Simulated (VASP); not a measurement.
# CdSe (Cadmoselite) (P6_3mc) in VASP: a series of runs

Aim: see how the results for CdSe (Cadmoselite) move with the level of theory and the settings. Levels: PBE0, PBE-EpsX, r2SCAN, PBE. Tasks: band structure, elastic constants.

Program: VASP 6.6.1. These are calculated values, not measurements. Logs are shortened: lines on timing, memory, paths and dates and some standing lists are left out, and cuts for length are marked.

**What was measured.**

A printed reference work, data compilation reports, for a bulk crystal of CdSe at 2 K: band gap 1.841 eV.

The runs below are set against these values where they give the same quantity.

## Step 1: The structure

The structure is hexagonal, space group P6_3mc (No. 186). The conventional cell has a = 4.310 Å, b = 4.310 Å, c = 7.035 Å, α = 90.00°, β = 90.00°, γ = 120.00°. Cd (site symmetry 3m) has 4 Se at 2.64 Å as nearest neighbours. Around Se (site symmetry 3m) lie 4 Cd at 2.64 Å.

## Step 2: Band structure, PBE0

Contents of POSCAR:

```
CdSe                                    
1.0
    4.3096852288      0.0000000000      0.0000000000
   -2.1548426144      3.7322968905      0.0000000000
    0.0000000000      0.0000000000      7.0351851817
  Cd              Se            
     2     2
Direct
     0.3333333332999970    0.6666666667000030    0.0046653507763779
     0.6666666667000030    0.3333333332999970    0.5046653507763779
     0.3333333332999970    0.6666666667000030    0.3803346492236201
     0.6666666667000030    0.3333333332999970    0.8803346492236201
```

Contents of INCAR.step1:

```
ALGO = Normal
EDIFF = 1E-5
ENCUT = 520
GGA = PE
ISIF = 2
ISMEAR = 0
KPAR = 4
LASPH = T
LCHARG = F
LREAL = F
LWAVE = T
NELM = 80
PREC = Accurate
SIGMA = 0.03
```

Contents of INCAR.step2:

```
AEXX = 0.25
ALGO = Normal
EDIFF = 1E-6
ENCUT = 520
GGA = PE
HFRCUT = -1
ISIF = 2
ISMEAR = 0
ISTART = 1
KPAR = 4
LASPH = T
LCHARG = F
LHFCALC = T
LREAL = F
LWAVE = F
NELM = 80
PREC = Accurate
PRECFOCK = Fast
SIGMA = 0.03
```

Contents of KPOINTS:

```
k-points
0
Gamma
  6 6 3
```

Contents of KPOINTS_OPT:

```
explicit points
6
Reciprocal
 0.0000000000  0.0000000000  0.0000000000 1
 0.0000000000  0.0000000000  0.5000000000 1
 0.3333333333  0.3333333333  0.5000000000 1
 0.3333333333  0.3333333333  0.0000000000 1
 0.5000000000  0.0000000000  0.5000000000 1
 0.5000000000  0.0000000000  0.0000000000 1
```

Potentials or basis: VASP PAW PBE potentials, release 64 (Cd, Se).

Launch:

```bash
> cat potpaw_PBE.64/Cd/POTCAR potpaw_PBE.64/Se/POTCAR > POTCAR
> cp INCAR.step1 INCAR
> mpirun -np 4 vasp_std > vasp.out
> cp INCAR.step2 INCAR
> mpirun -np 4 vasp_std > vasp.out
```

OUTCAR:

```text
AEXX = 0.25
   EDIFF = 1E-6
   ENCUT = 520
   GGA = PE
   ISIF = 2
   ISMEAR = 0
   ISTART = 1
   LASPH = T
   LHFCALC = T
   LREAL = F
   NELM = 80
   PREC = Accurate
   PRECFOCK = Fast

 ion  position               nearest neighbor table
   1  0.333  0.667  0.005-   4 2.64   4 2.64   4 2.64   3 2.64
   2  0.667  0.333  0.505-   3 2.64   3 2.64   3 2.64   4 2.64
   3  0.333  0.667  0.380-   2 2.64   2 2.64   2 2.64   1 2.64
   4  0.667  0.333  0.880-   1 2.64   1 2.64   1 2.64   2 2.64

  LATTYP: Found a hexagonal cell.
 ALAT       =     4.3096852288
 C/A-ratio  =     1.6324127652

  Lattice vectors:

 A1 = (   4.3096852288,   0.0000000000,   0.0000000000)
 A2 = (  -2.1548426144,   3.7322968905,   0.0000000000)
 A3 = (   0.0000000000,   0.0000000000,   7.0351851817)

Analysis of symmetry for initial positions (statically):
=====================================================================
 Subroutine PRICEL returns:
 Original cell was already a primitive cell.

 Routine SETGRP: Setting up the symmetry group for a
 hexagonal supercell.

 Subroutine GETGRP returns: Found 12 space group operations
 (whereof  6 operations were pure point group operations)
 out of a pool of 24 trial point group operations.

The static configuration has the point symmetry C_3v.
 The point group associated with its full space group is C_6v.

Analysis of symmetry for dynamics (positions and initial velocities):
=====================================================================
 Subroutine PRICEL returns:
 Original cell was already a primitive cell.

 Routine SETGRP: Setting up the symmetry group for a
 hexagonal supercell.

 Subroutine GETGRP returns: Found 12 space group operations
 (whereof  6 operations were pure point group operations)
 out of a pool of 24 trial point group operations.

The dynamic configuration has the point symmetry C_3v.
 The point group associated with its full space group is C_6v.

 Subroutine INISYM returns: Found 12 space group operations
 (whereof  6 operations are pure point group operations),
 and found     1 'primitive' translations

----------------------------------------------------------------------------------------

                                     Primitive cell

  volume of cell :     113.1611

  direct lattice vectors                    reciprocal lattice vectors
     4.309685229  0.000000000  0.000000000     0.232035508  0.133965763  0.000000000
    -2.154842614  3.732296890  0.000000000     0.000000000  0.267931526  0.000000000
     0.000000000  0.000000000  7.035185182     0.000000000  0.000000000  0.142142669

  length of vectors
     4.309685229  4.309685229  7.035185182     0.267931526  0.267931526  0.142142669

  position of ions in fractional coordinates (direct lattice)
     0.333333333  0.666666667  0.004665351
     0.666666667  0.333333333  0.504665351
     0.333333333  0.666666667  0.380334649
     0.666666667  0.333333333  0.880334649

  ion indices of the primitive-cell ions
   primitive index   ion index
                 1           1
                 2           2
                 3           3
                 4           4

----------------------------------------------------------------------------------------

 KPOINTS: k-points

Automatic generation of k-mesh.
 Grid dimensions read from file:
 generate k-points for:    6    6    3

 Generating k-lattice:

  Cartesian coordinates                     Fractional coordinates (reciprocal lattice)
     0.038672585  0.022327627  0.000000000     0.166666667  0.000000000  0.000000000
     0.000000000  0.044655254  0.000000000     0.000000000  0.166666667  0.000000000
     0.000000000  0.000000000  0.047380890     0.000000000  0.000000000  0.333333333

  Length of vectors
     0.044655254  0.044655254  0.047380890

  Shift w.r.t. Gamma in fractional coordinates (k-lattice)
     0.000000000  0.000000000  0.000000000

 Subroutine IBZKPT returns following result:
 ===========================================

 Found     14 irreducible k-points:

 Following reciprocal coordinates:
            Coordinates               Weight
  0.000000  0.000000  0.000000      1.000000
  0.166667  0.000000  0.000000      6.000000
  0.333333  0.000000  0.000000      6.000000
  0.500000 -0.000000  0.000000      3.000000
  0.166667  0.166667  0.000000      6.000000
  0.333333  0.166667  0.000000     12.000000
  0.333333  0.333333  0.000000      2.000000
  0.000000  0.000000  0.333333      2.000000
  0.166667  0.000000  0.333333     12.000000
  0.333333  0.000000  0.333333     12.000000
  0.500000 -0.000000  0.333333      6.000000
  0.166667  0.166667  0.333333     12.000000
  0.333333  0.166667  0.333333     24.000000
  0.333333  0.333333  0.333333      4.000000
   k-points           NKPTS =     14   k-points in BZ     NKDIM =    108   number of bands    NBANDS=     22
   number of dos      NEDOS =    301   number of ions     NIONS =      4
   total plane-waves  NPLWV =  55296
   dimension x,y,z NGX =    32 NGY =   32 NGZ =   54
   dimension x,y,z NGXF=    64 NGYF=   64 NGZF=  108
   ions per type =               2   2
   NGX,Y,Z   is equivalent  to a cutoff of  12.34, 12.34, 12.76 a.u.
   NGXF,Y,Z  is equivalent  to a cutoff of  24.69, 24.69, 25.52 a.u.
 SYSTEM =  unknown system
   PREC   = accura    normal or accurate (medium, high low for compatibility)
   ISTART =      1    job   : 0-new  1-cont  2-samecut
   ICHARG =      0    charge: 1-file 2-atom 10-const
   ISPIN  =      1    spin polarized calculation?
   LNONCOLLINEAR =      F non collinear calculations
   LSORBIT =      F    spin-orbit coupling
   LASPH  =      T    aspherical Exc in radial PAW
   ENCUT  =  520.0 eV  38.22 Ry    6.18 a.u.   8.01  8.01 13.08*2*pi/ulx,y,z
   NELM   =     80;   NELMIN=  2; NELMDL=  0     # of ELM steps
   EDIFF  = 0.1E-05   stopping-criterion for ELM
   LREAL  =      F    real-space projection
   EDIFFG = 0.1E-04   stopping-criterion for IOM
   NSW    =      0    number of steps for IOM
   IBRION =     -1    ionic relax: 0-MD 1-quasi-New 2-CG
   NFREE  =      0    steps in history (QN), initial steepest desc. (CG)
   ISIF   =      2    stress and relaxation
   ISYM   =      3    0-nonsym 1-usesym 2-fastsym
   POTIM  = 0.5000    time-step for ionic-motion
   TEBEG  =    0.0;   TEEND  =   0.0 temperature during run
   PSTRESS=    0.0 pullay stress
   NELECT =      36.0000    total number of electrons
   NUPDOWN=      -1.0000    fix difference up-down
   EMIN   =  10.00;   EMAX   =-10.00  energy-range for DOS
   EFERMI =   0.00;   METHOD = LEGACY
   ISMEAR =     0;   SIGMA  =   0.03  broadening in eV -4-tet -1-fermi 0-gaus
   EFERMI_NEDOS =   21; number of points for ismear=-14 and -15
   IALGO  =     38    algorithm
   IMIX   =      1    mixing-type and parameters
     AMIX     =   0.40;   BMIX     =  1.00
     AMIX_MAG =   1.60;   BMIX_MAG =  1.00
  volume/ion in A,a.u.               =      28.29       190.91
  Fermi-wavevector in a.u.,A,eV,Ry     =   1.117575  2.111910 16.993313  1.248973
  Thomas-Fermi vector in A             =   2.254199
   LORBIT       =      0    0 simple, 1 ext, 2 COOP (PROOUT), +10 PAW based schemes
   GGA     = PE    functional components
   LHFCALC =     T    Hartree Fock is set to
   PRECFOCK=fast      Normal, Fast or Accurate (Low or Medium for compatibility)
   ENCUT4O =  -1.0   cutoff for four orbital integrals eV
   NKREDX  =     1    reduce k-point grid by
   NKREDY  =     1    reduce k-point grid by
   NKREDZ  =     1    reduce k-point grid by
   AEXX    =    0.2500 exact exchange contribution
   HFSCREEN=    0.0000 screening length (either q_TF or 0.3 A-1)
   HFSCREENC=   0.0000 screening length for correlation (either q_TF or 0.3 A-1)
   ENCUTFOCK=  -1.0 apply spherical cutoff to Coloumb kernel
   IVDW    =     0    specifies the selected vdW correction
   LEPSILON=     F    determine dielectric tensor
   LRPA    =     F    only Hartree local field effects (RPA)
 non-spin polarized calculation
 Gauss-broadening in eV      SIGMA  =   0.03
  energy-cutoff  :      520.00
  volume of cell :      113.16
 maximum number of plane-waves:      3062
  NGX = 18; NGY = 18; NGZ = 30

 number of electron      35.9999989 magnetization

 Free energy of the ion-electron system (eV)
  ---------------------------------------------------
  ext. energy  EPLUGINS =         0.00000000
  ---------------------------------------------------
  free energy    TOTEN  =       -14.76083468 eV

  energy without entropy =      -14.76083468  energy(sigma->0) =      -14.76083468

 E-fermi :   0.1245     XC(G=0):  -6.9931

 val. band max:       -0.0357298642   @ k =   0.0000   0.0000   0.0000
 cond. band min:       2.1690995145   @ k =   0.0000   0.0000   0.0000
 fundamental gap:      2.2048293787
 Fermi energy:         0.1245208526

 k-point     1 :       0.0000    0.0000    0.0000
  band No.  band energies     occupation
      1     -13.8057      2.00000
      2     -13.3983      2.00000
      3      -9.2229      2.00000
      4      -9.2160      2.00000
      5      -9.2160      2.00000
      6      -9.1490      2.00000
[... 14 lines left out ...]
     21       7.5556      0.00000
     22       7.5556      0.00000

 k-point     2 :       0.1667    0.0000    0.0000
  band No.  band energies     occupation
      1     -13.7151      2.00000
      2     -13.3581      2.00000
      3      -9.1974      2.00000
      4      -9.1881      2.00000
      5      -9.1433      2.00000
      6      -9.1102      2.00000
[... 14 lines left out ...]
     21       6.8907      0.00000
     22       7.9453      0.00000

 k-point     3 :       0.3333    0.0000    0.0000
  band No.  band energies     occupation
      1     -13.5196      2.00000
      2     -13.2917      2.00000
      3      -9.1529      2.00000
      4      -9.1432      2.00000
      5      -9.0373      2.00000
      6      -9.0337      2.00000
[... 14 lines left out ...]
     21       6.6558      0.00000
     22       7.5584      0.00000
[... 226 lines left out ...]
 k-point    13 :       0.3333    0.1667    0.3333
  band No.  band energies     occupation
      1     -13.3671      2.00000
      2     -13.3021      2.00000
      3      -9.1114      2.00000
      4      -9.1035      2.00000
      5      -9.0580      2.00000
      6      -9.0329      2.00000
[... 14 lines left out ...]
     21       6.7009      0.00000
     22       7.1834      0.00000

 k-point    14 :       0.3333    0.3333    0.3333
  band No.  band energies     occupation
      1     -13.3033      2.00000
      2     -13.3033      2.00000
      3      -9.1093      2.00000
      4      -9.0653      2.00000
      5      -9.0653      2.00000
      6      -9.0227      2.00000
[... 14 lines left out ...]
     21       6.5364      0.00000
     22       8.1254      0.00000

------------------------ aborting loop because EDIFF is reached ----------------------------------------

  FORCE on cell =-STRESS in cart. coord.  units (eV):
  Direction    XX          YY          ZZ          XY          YZ          ZX
  --------------------------------------------------------------------------------------
  -------------------------------------------------------------------------------------
  Total        0.9965658      0.9965658      0.9395324      0.0000000      0.0000000      0.0000000
  in kB       14.1097496     14.1097496     13.3022487      0.0000000      0.0000000      0.0000000
  external PRESSURE =      13.8405826 kB  Pullay stress =       0.0000000 kB

 VOLUME and BASIS-vectors are now :
 -----------------------------------------------------------------------------
  energy-cutoff  :      520.00
  volume of cell :      113.16
      direct lattice vectors                 reciprocal lattice vectors
     4.309685229  0.000000000  0.000000000     0.232035508  0.133965763  0.000000000
    -2.154842614  3.732296890  0.000000000     0.000000000  0.267931526  0.000000000
     0.000000000  0.000000000  7.035185182     0.000000000  0.000000000  0.142142669

 POSITION                                       TOTAL-FORCE (eV/Angst)
 -----------------------------------------------------------------------------------
     -0.00000      2.48820      0.03282         0.000000     -0.000000      0.001533
      2.15484      1.24410      3.55041        -0.000000      0.000000      0.001533
     -0.00000      2.48820      2.67572        -0.000000      0.000000     -0.001533
      2.15484      1.24410      6.19332        -0.000000     -0.000000     -0.001533
 -----------------------------------------------------------------------------------
    total drift:                                0.000000     -0.000001     -0.000121

  FREE ENERGIE OF THE ION-ELECTRON SYSTEM (eV)
  ---------------------------------------------------
  free  energy   TOTEN  =       -14.7608346819 eV

  energy  without entropy=      -14.7608346819  energy(sigma->0) =      -14.76083468
```

It took 15 min on 4 MPI ranks of Intel Xeon 6975P-C (Granite Rapids), shared host; peak memory 0.32 GiB.

What came out:

- Free energy: -14.7608 eV
- Pressure: 1.4 GPa
- Band gap on the k mesh: 2.20 eV, direct
- Band gap along the path: 2.20 eV, direct

Stress tensor (GPa, compression positive):
```
1.41 0.00 0.00
0.00 1.41 0.00
0.00 0.00 1.33
```

Caveat: the PAW data sets were made with another functional, which shifts forces and pressure a little.

## Step 3: Band structure, PBE-EpsX

POSCAR is that of step 2.

Contents of INCAR.step1:

```
ALGO = Normal
EDIFF = 1E-8
ENCUT = 520
GGA = PE
ISIF = 2
ISMEAR = 0
KPAR = 4
LASPH = T
LCHARG = F
LEPSILON = T
LREAL = F
LWAVE = F
NELM = 80
PREC = Accurate
SIGMA = 0.03
```

Contents of KPOINTS.step1:

```
Automatic mesh
0
G
  9 9 4
  0 0 0
```

Contents of INCAR.step2:

```
ALGO = Normal
EDIFF = 1E-5
ENCUT = 520
GGA = PE
ISIF = 2
ISMEAR = 0
KPAR = 4
LASPH = T
LCHARG = F
LREAL = F
LWAVE = T
NELM = 80
PREC = Accurate
SIGMA = 0.03
```

Contents of KPOINTS.step2:

```
k-points
0
Gamma
  6 6 3
```

Contents of INCAR.step3:

```
AEXX = 0.1061
ALGO = Normal
EDIFF = 1E-6
ENCUT = 520
GGA = PE
HFRCUT = -1
ISIF = 2
ISMEAR = 0
ISTART = 1
KPAR = 4
LASPH = T
LCHARG = F
LHFCALC = T
LREAL = F
LWAVE = F
NELM = 80
PREC = Accurate
PRECFOCK = Fast
SIGMA = 0.03
```

Contents of KPOINTS.step3:

```
k-points
0
Gamma
  6 6 3
```

KPOINTS_OPT is that of step 2.

Potentials or basis: VASP PAW PBE potentials, release 64 (Cd, Se).

Launch:

```bash
> cat potpaw_PBE.64/Cd/POTCAR potpaw_PBE.64/Se/POTCAR > POTCAR
> cp INCAR.step1 INCAR
> cp KPOINTS.step1 KPOINTS
> mpirun -np 4 vasp_std > vasp.out
> cp INCAR.step2 INCAR
> cp KPOINTS.step2 KPOINTS
> mpirun -np 4 vasp_std > vasp.out
> cp INCAR.step3 INCAR
> cp KPOINTS.step3 KPOINTS
> mpirun -np 4 vasp_std > vasp.out
```

It took 15 min on 4 MPI ranks of Intel Xeon 6975P-C (Granite Rapids), shared host; peak memory 0.65 GiB.

Results (log left out):

```
Free energy             : -12.5188 eV
Pressure                : 2.2 GPa
Largest force           : 0.004 eV/Å
Band gap on the k mesh  : 1.28 eV, direct
Band gap along the path : 1.28 eV, direct
```

Forces in eV/Å, atoms in the order of the input:
```
Cd   0.000  0.000  0.004
Cd   0.000  0.000  0.004
Se   0.000  0.000 -0.004
Se   0.000  0.000 -0.004
```

Levels at points of the mesh, in eV from the valence-band top:
| k point | band 14 | band 15 | band 16 | band 17 | band 18 | band 19 | band 20 | band 21 | band 22 |
| --- | --- | --- | --- | --- | --- | --- | --- | --- | --- |
| (0.00, 0.00, 0.00) | -0.79 | -0.79 | -0.06 | 0.00 | 0.00 | 1.28 | 2.88 | 6.58 | 6.58 |
| (0.50, 0.00, 0.00) | -3.75 | -2.75 | -1.92 | -1.38 | -0.79 | 3.91 | 4.00 | 5.42 | 6.91 |

Caveat: the PAW data sets were made with another functional, which shifts forces and pressure a little.

## Step 4: Elastic constants, r2SCAN

This run uses another cell than the first one, of 28.97 Å³/atom, 1.024 times its volume.

Contents of POSCAR:

```
CdSe
1.0
    4.3454972313      0.0000000000      0.0000000000
   -2.1727486157      3.7633109944      0.0000000000
    0.0000000000      0.0000000000      7.0854840545
  Cd              Se
     2     2
Direct
     0.3333333332999970    0.6666666667000030    0.0045022659509214
     0.6666666667000030    0.3333333332999970    0.5045022659509214
     0.3333333332999970    0.6666666667000030    0.3804977340490766
     0.6666666667000030    0.3333333332999970    0.8804977340490766
```

Contents of INCAR.step1:

```
SYSTEM = CdSe
PREC = Accurate ; ENCUT = 600
EDIFF = 1E-8 ; ISMEAR = 0
SIGMA = 0.03 ; LREAL = .False.
LASPH = .True. ; NELM = 80
ALGO = Normal ; ISIF = 3
LWAVE = .False. ; LCHARG = .False.
METAGGA = R2SCAN ; LMIXTAU = .True.
KPAR = 2 ; IBRION = 2
NSW = 40 ; EDIFFG = -0.002
```

Contents of INCAR.step2:

```
SYSTEM = CdSe
PREC = Accurate ; ENCUT = 600
EDIFF = 1E-8 ; ISMEAR = 0
SIGMA = 0.03 ; LREAL = .False.
LASPH = .True. ; NELM = 80
ALGO = Normal ; ISIF = 3
LWAVE = .False. ; LCHARG = .False.
METAGGA = R2SCAN ; LMIXTAU = .True.
KPAR = 2 ; IBRION = 6
NFREE = 2 ; POTIM = 0.015
NSW = 1
```

Contents of KPOINTS:

```
Automatic mesh
0
Gamma
  9 9 4
  0 0 0
```

Launch:

```bash
> cat potpaw_PBE.64/Cd/POTCAR potpaw_PBE.64/Se/POTCAR > POTCAR
> cp INCAR.step1 INCAR
> mpirun -np 2 vasp_std > vasp.out
> cp CONTCAR POSCAR
> cp INCAR.step2 INCAR
> mpirun -np 2 vasp_std > vasp.out
```

Wall time 2.4 h (2 MPI ranks of Intel Xeon Platinum 8259CL at 2.50GHz (Skylake/Cascade Lake), shared host); peak memory 0.9 GiB.

It converged, with:

| Quantity | Value |
| --- | --- |
| Voigt bulk modulus | 52 GPa |
| Highest phonon frequency at Γ, LO-TO splitting left out | 184 cm⁻¹ |

Phonon frequencies in cm⁻¹ (negative: imaginary):
```csv
q point,frequencies
"(0.000, 0.000, 0.000)",0 0 0 34 34 122 161 166 166 169 169 184
```

Elastic tensor in Voigt notation (GPa, in the Cartesian axes of the cell as first typed):
```
73 44 37  0  0  0
44 73 37  0  0  0
37 37 82  0  0  0
 0  0  0 13  0  0
 0  0  0  0 13  0
 0  0  0  0  0 14
```

Clamped-ion elastic tensor (GPa):
```
100  33  22   0   0   0
 33 100  22   0   0   0
 22  22 110   0   0   0
  0   0   0  21   0   0
  0   0   0   0  21   0
  0   0   0   0   0  33
```

Caveat: the PAW data sets were made with another functional, which shifts forces and pressure a little.

[end of part 1 of 2]
